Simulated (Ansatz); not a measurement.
## AlN: pressure against volume per atom

All results are calculated (Ansatz 0.2.0). Periodic Kohn-Sham DFT of a crystal at fixed atoms; pressure and stress are positive in compression; the energy is the free energy less that of spherical unpolarised free atoms; site moments are those in the method's own spheres, positive along +z.

Cell of the first row (space group P6_3mc, No. 186):
```
CELL_PARAMETERS angstrom
3.04750 0.00000 0.00000
-1.52370 2.63920 0.00000
0.00000 0.00000 4.87640
ATOMIC_POSITIONS crystal
Al 0.33333 0.66667 0.00000
Al 0.66667 0.33333 0.50000
N 0.33333 0.66667 0.38500
N 0.66667 0.33333 0.88500
```

Settings of every row: method all-electron PAW; functional PBE; relativity scalar; k mesh 11x11x6; filling fermi-dirac; smearing width 0.02 eV; nucleus gaussian.

Atom start moment: 0 on all atoms.

```csv
row,volume per atom (Å³),pressure (GPa)
1,9.805,18.486
2,10.014,?
3,10.222,8.332
4,10.327,6.087
5,10.431,3.948
6,10.535,1.911
7,10.64,-0.03
8,10.848,-3.641
9,11.057,-6.919
```

Question: what pressure should row 2 give?

Worked fit of pressure. Take u = (V_r/V)^(2/3) − 1 with V_r = 10.483 Å³ an atom, which is twice the finite (Eulerian) strain; such expansions in the strain, on which the Birch-Murnaghan equation of state is built, carry the rest volume and the bulk modulus. The shown rows have u = 0.04558, 0.01695, 0.01005, 0.00332, -0.00329, -0.00986, -0.02256, -0.03492. Least squares give pressure = 2.9179 + 307.558 × u + 744.21 × u² GPa; a straight line predicts inner rows, each left out in turn, worse (root mean square 0.38 against 0.0095 GPa). The rows lie off it by 0.003, -0.013, 0.003, 0.001, -0.003, 0.012, 0.001, -0.004 (root mean square 0.0067 GPa). The pressure vanishes at u = -0.0097, or V = 10.64 Å³ an atom, and there the bulk modulus at fixed shape and fractions is B = −V dP/dV = (2/3)(1 + u) dP/du = 193 GPa. Letting shape and atoms relax would as a rule lower it, by much in layered, chain or molecular crystals. The withheld row has u = 0.03098, so the fit gives 2.9179 + 307.558 × (0.03098) + 744.21 × (0.03098)² = 13.160 GPa.

The calculation gave 13.162 GPa. The fit lies 0.002 GPa (0.0079 % of the column's range) below it; its largest miss of a shown row is 0.013 GPa.
